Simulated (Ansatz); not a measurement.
Crystal: O.

```
O
1.0
     0.00000    1.88989    3.89884
     1.50177    0.00000    3.89884
     1.50177    1.88989    0.00000
O
2
Direct
  0.57890 0.57890 0.42110
  0.42110 0.42110 0.57890
```

Base run:

```yaml
Program: Ansatz 0.2.0
Functional: PBE
Potentials_or_basis: all-electron LAPW, scalar-relativistic
Cutoff: 861 eV (chosen from the basis error)
Basis_error_allowed: 0.001 eV/atom
k_mesh: 12 × 12 × 12
Occupations: gaussian, width 0.02 eV
Spin: no spin polarisation
```

Its results: band gap on the k mesh none (metal or under the smearing width); pressure -2.2 GPa; largest force 1.222 eV/Å.

Question: The run is repeated on the same cell with these changes: functional from PBE to LDA; occupations from gaussian, width 0.02 eV to gaussian, width 0.1 eV. What comes out?

Answer: Band gap on the k mesh none (metal or under the smearing width); pressure -11.4 GPa; largest force 2.093 eV/Å.

Caveats: spin is off for a triplet molecule; forces of over 1 eV/Å show positions far from the minimum, so gaps and moduli don't describe the material at rest.
